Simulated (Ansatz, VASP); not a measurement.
As in VASP and in Ansatz

```
CELL_PARAMETERS angstrom
1.69936 -1.99147 0.00000
1.69936 1.99147 0.00000
0.00000 0.00000 3.59521
ATOMIC_POSITIONS crystal
As 0.00000 0.00000 0.00000
```

Alike in both runs: task single point; functional PBE; k mesh 6 × 6 × 6; occupations gaussian, width 0.1 eV; no spin polarisation.

|  | VASP | Ansatz |
| --- | --- | --- |
| version | VASP 6.6.1 | Ansatz 0.2.0 |
| potentials or method | VASP PAW PBE potentials, release 64 (As) | scalar-relativistic, plane waves, PAW |
| plane-wave cutoff (eV) | 520 | 420 |
| valence electrons in the cell | 5 | 15 |

```tsv
	VASP	Ansatz	Ansatz less VASP
gap on the k mesh at the Fermi level (eV)	none	none	-
pressure (GPa)	-1.9	-2.1	-0.11
largest component of the traceless stress (GPa)	7.13	7.11	-0.016
```

A gap of «none» marks a metal or a gap that the smearing closes. With one functional, cell and mesh, what is left measures potentials, basis and numerics. The two sets of potentials don't hold the same shells in valence.

Caveats: the k mesh is coarse (spacing up to 0.41 Å⁻¹), so the values aren't converged.
